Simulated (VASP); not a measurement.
**BeTe in VASP 6.6.1, single-point calculation**

INCAR

```
ISMEAR = -5
NBANDS = 11
PREC = Accurate
LREAL = .FALSE.
EDIFF = 1E-7
NELM = 54
SIGMA = 0.01
LASPH = .TRUE.
ISIF = 2
LCHARG = .FALSE.
LWAVE = .FALSE.
METAGGA = R2SCAN
NSW = 0
IBRION = -1
ALGO = Normal
ENCUT = 520
```

KPOINTS

```
KPOINTS created by Atomic Simulation Environment
0
Gamma
1 1 2
0 0 0
```

POSCAR

```
Be Te
 1.0000000000000000
     0.0000000000000000    2.8851960980000002    2.8851960980000002
     2.8851960980000002    0.0000000000000000    2.8851960980000002
     2.8851960980000002    2.8851960980000002    0.0000000000000000
 Be  Te
   1   1
Cartesian
  0.0000000000000000  0.0000000000000000  0.0000000000000000
  1.4425980489999999  1.4425980489999999  1.4425980489999999
```

The recommended PBE PAW datasets give the neutral cell 8 valence electrons.

Command

```
mpirun -np 1 vasp_std
```

Q: How does this run end, and what does it give?

A: VASP stopped before the first electronic step.

Standard output (part)

```
POSCAR found type information on POSCAR BeTe
 POSCAR found :  2 types and       2 ions
 LDA part: xc-table for (None), standard interpolation
|     Your reciprocal lattice and k-lattice belong to different lattice       |
|     classes:                                                                |
|        The reciprocal lattice is body-centered cubic,                       |
|        whereas your k-lattice is rhombohedral (trigonal).                   |
|     Results are often still useful ...                                      |
|     EEEEEEE  RRRRRR   RRRRRR   OOOOOOO  RRRRRR      ###     ###     ###     |
|     E        R     R  R     R  O     O  R     R     ###     ###     ###     |
|     E        R     R  R     R  O     O  R     R     ###     ###     ###     |
|     EEEEE    RRRRRR   RRRRRR   O     O  RRRRRR       #       #       #      |
|     E        R    R   R    R   O     O  R    R      ###     ###     ###     |
|     EEEEEEE  R     R  R     R  OOOOOOO  R     R     ###     ###     ###     |
|     IBZKPT: tetrahedron method fails for NKPT<4. NKPT = 2                   |
|       ---->  I REFUSE TO CONTINUE WITH THIS SICK JOB ... BYE!!! <----       |
```

The fault: tetrahedra on too few k points.
